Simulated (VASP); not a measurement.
# CaSe: forms and broadenings of the independent-particle spectrum

CaSe, F-43m (no. 216), 2 atoms in the cell. PBE, independent-particle dielectric function; PAW potentials Se, Ca_sv (PBE set).

## Input

INCAR.step1:
```
PREC     = Accurate       # precision mode
ENCUT    = 310            # plane-wave cutoff, eV
ISMEAR   = 0              # smearing method
SIGMA    = 0.02           # smearing width, eV
EDIFF    = 1E-8           # SCF threshold, eV
LASPH    = T              # aspherical terms in the spheres
KPAR     = 4            
LWAVE    = F              # write WAVECAR
LCHARG   = F              # write CHGCAR
LEPSILON = T              # dielectric tensor by DFPT
```

INCAR.step2, as INCAR.step1 but for:
```
- LWAVE = F
- LEPSILON = T
+ LWAVE = T
+ NBANDS = 40
```

INCAR.step3, as INCAR.step2 but for:
```
- EDIFF = 1E-8
- LWAVE = T
+ EDIFF = 1E-7
+ LWAVE = F
+ LOPTICS = T
+ NEDOS = 2000
+ CSHIFT = 0.1
+ ALGO = None
+ NELM = 1
+ ISTART = 1
```

INCAR.step4, as INCAR.step3 but for:
```
+ LNABLA = T
```

INCAR.step5, as INCAR.step4 but for:
```
- LNABLA = T
+ LPEAD = T
+ IPEAD = 1
```

INCAR.step6, as INCAR.step5 but for:
```
- IPEAD = 1
+ IPEAD = 2
```

INCAR.step7 changes the same tag again: IPEAD = 4.

INCAR.step8, as INCAR.step7 but for:
```
- CSHIFT = 0.1
- LPEAD = T
- IPEAD = 4
+ CSHIFT = 0.3
```

INCAR.step9, as INCAR.step8 but for:
```
- CSHIFT = 0.3
+ CSHIFT = 0.2
```

INCAR.step10 changes the same tag again: CSHIFT = 0.01.

INCAR.step11, as INCAR.step10 but for:
```
- ISMEAR = 0
- CSHIFT = 0.01
+ ISMEAR = -5
+ CSHIFT = 0.1
```

INCAR.step12, as INCAR.step11 but for:
```
- ISMEAR = -5
- SIGMA = 0.02
+ ISMEAR = 0
+ SIGMA = 0.2
```

INCAR.step13, as INCAR.step12 but for:
```
- SIGMA = 0.2
+ SIGMA = 0.02
+ OMEGAMAX = 12
```

INCAR.step14, as INCAR.step13 but for:
```
- OMEGAMAX = 12
+ OMEGAMAX = 60
```

KPOINTS:
```
k-points
0
Gamma
  10 10 10
```

POSCAR:
```
CaSe
1.0
    0.0000000000      3.3000000000      3.3000000000
    3.3000000000      0.0000000000      3.3000000000
    3.3000000000      3.3000000000      0.0000000000
Se Ca
1 1
Direct
    0.2500000000      0.2500000000      0.2500000000
    0.0000000000      0.0000000000      0.0000000000
```

Commands (each step's output is kept before the next begins):
```
cat potpaw_PBE.64/Se/POTCAR potpaw_PBE.64/Ca_sv/POTCAR > POTCAR
cp INCAR.step1 INCAR
mpirun -np 4 vasp_std > vasp.out
rm WAVECAR CHG
cp INCAR.step2 INCAR
mpirun -np 4 vasp_std > vasp.out
cp INCAR.step3 INCAR
mpirun -np 4 vasp_std > vasp.out
cp INCAR.step4 INCAR
mpirun -np 4 vasp_std > vasp.out
cp INCAR.step5 INCAR
mpirun -np 4 vasp_std > vasp.out
cp INCAR.step6 INCAR
mpirun -np 4 vasp_std > vasp.out
cp INCAR.step7 INCAR
mpirun -np 4 vasp_std > vasp.out
cp INCAR.step8 INCAR
mpirun -np 4 vasp_std > vasp.out
cp INCAR.step9 INCAR
mpirun -np 4 vasp_std > vasp.out
cp INCAR.step10 INCAR
mpirun -np 4 vasp_std > vasp.out
cp INCAR.step11 INCAR
mpirun -np 4 vasp_std > vasp.out
cp INCAR.step12 INCAR
mpirun -np 4 vasp_std > vasp.out
cp INCAR.step13 INCAR
mpirun -np 4 vasp_std > vasp.out
cp INCAR.step14 INCAR
mpirun -np 4 vasp_std > vasp.out
```

## Result

- Direct gap on the mesh (eV): 3.24
- Gap on the mesh (eV): 3.15
- Bands: 40

One ground state, settings moved in the last step alone:

| Settings | ε at zero frequency | Mean energy of the absorption, weighted by Im ε (eV) | Time (s) |
|---|---|---|---|
| longitudinal form, CSHIFT 0.1 | 4.36 | 6.47 | 2 |
| transversal form (LNABLA) | 4.35 | 6.50 | 2 |
| finite differences (LPEAD), order 1 | 4.29 | 6.51 | 3 |
| finite differences (LPEAD), order 2 | 4.36 | 6.47 | 4 |
| finite differences (LPEAD), order 4 | 4.36 | 6.47 | 6 |
| CSHIFT 0.3 | 4.35 | 6.48 | 2 |
| CSHIFT 0.2 | 4.36 | 6.47 | 2 |
| CSHIFT 0.01 | 4.36 | 6.50 | 2 |
| tetrahedron method | 4.37 | 6.48 | 2 |
| SIGMA 0.2 | 4.36 | 6.47 | 2 |
| OMEGAMAX 12, which cuts the spectrum short | 4.07 | 6.45 | 2 |
| OMEGAMAX 60 | 4.36 | 6.47 | 2 |

The mean energy covers the spectrum up to 12 eV.

On the same mesh, density-functional perturbation theory with local fields gives ε = 3.87.

VASP 6.6.1 took 179 s on 4 cores (Intel Xeon Platinum 8488C (Sapphire Rapids)), a shared host.
